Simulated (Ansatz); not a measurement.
Crystal: ZrN.

```
CELL_PARAMETERS angstrom
0.00000 2.30000 2.30000
2.30000 0.00000 2.30000
2.30000 2.30000 0.00000
ATOMIC_POSITIONS crystal
Zr 0.50000 0.50000 0.50000
N 0.00000 0.00000 0.00000
```

Base run:

| Property | Result |
| --- | --- |
| Program | Ansatz 0.2.0 |
| Functional | BLYP |
| Potentials or basis | all-electron LAPW, scalar-relativistic |
| Cutoff | 280 eV (chosen from the basis error) |
| Basis error allowed | 0.001 eV/atom |
| k mesh | 10 × 10 × 10 |
| Occupations | fermi-dirac, width 0.05 eV |
| Spin | no spin polarisation |

Its results: pressure 7.5 GPa.

Question: The run is repeated on the same cell with these changes: functional from BLYP to RPBE. What comes out?

Answer: Pressure 3.0 GPa.
